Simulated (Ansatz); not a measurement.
SnO: moving O off its site

SnO, P4/nmm, a = 3.837 Å, c = 4.762 Å. Ansatz: PBE+D3(BJ), PAW, 420 eV, Γ-centred 12×12×10 mesh on 4 atoms, Gaussian smearing 0.15 eV; no spin polarisation.

```xyz
4
Lattice="3.8371 0.0000 0.0000 0.0000 3.8371 0.0000 0.0000 0.0000 4.7621" Properties=species:S:1:pos:R:3 pbc="T T T"
Sn    0.0000    1.9185    1.1584
Sn    1.9185    0.0000    3.6038
O     0.0000    0.0000    0.0000
O     1.9185    1.9185    0.0000
```

Atom 3 (O) moves by x along the unit vector (0.707, 0.707, 0.000), with its periodic images; all else is held. y is the free energy of the cell over the start, F the force along the path summed over the moved atoms. Symmetry makes y even in x.

| x (Å) | y (meV) | F (eV/Å) |
| --- | --- | --- |
| -0.300 | 359.7 | 2.51 |
| -0.100 | 38.3 | 0.77 |
| 0.000 | 0.0 | 0.00 |
| 0.150 | 86.7 | -1.17 |
| 0.200 | ? | ? |
| 0.250 | 246.2 | -2.04 |

Task: Fit y = c2 x² + c4 x⁴ to the energies of the other rows, give the force constant, and predict energy and force of the missing row.

Result: Least squares on the rows shown. y = 3807.4 x² + 2104.4 x⁴. The force constant is 2 c2 = 7.61 eV/Å² (for all images moving together, not for a lone atom). The force −dy/dx at the missing row is -1.59 eV/Å (computed -1.59). At x = 0.200 the fit asked for gives 155.7 meV. The run gave 155.7 meV, the same to the digits shown.